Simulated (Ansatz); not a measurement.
ZnO: the gap under strain

ZnO, P6_3mc, a = 3.230 Å, c = 5.214 Å. Ansatz: PBEsol, PAW, 420 eV, Γ-centred 12×12×6 mesh on 4 atoms, Gaussian smearing 0.02 eV; no spin polarisation. Series: uniaxial strain along c, with a, b and atoms relaxed; x is the strain in per cent. The gap is sought over the whole zone.

```tsv
x (%)	gap y (eV)
-6.0	?
-4.0	0.782
-2.0	0.745
0.0	0.704
2.0	0.656
4.0	0.598
6.0	0.529
```

Q: Fit y = E0 + c1 x + c2 x² to the other rows, give the deformation potential for this strain, and predict the missing gap.

A: Least squares on the rows shown. y = 0.7049 − 0.02302 x − 0.001018 x². The deformation potential is 100 c1 = -2.30 eV per unit strain. At x = -6.0 the fit asked for gives 0.806 eV. The run gave 0.815 eV, so the fit is 0.009 eV too low, 3.1 % of the span of the series, against an rms of 0.001 eV on the fitted rows. The row lies outside the fitted range. With a term in x³ added, a fit to the same known rows predicts 0.817 eV, so most of the miss is curvature that the known rows already hold.

Semilocal functionals give gaps under the measured ones; where shallow d states of Zn, Cd, Cu or Ag mix into an O valence top, changes of the gap are off too.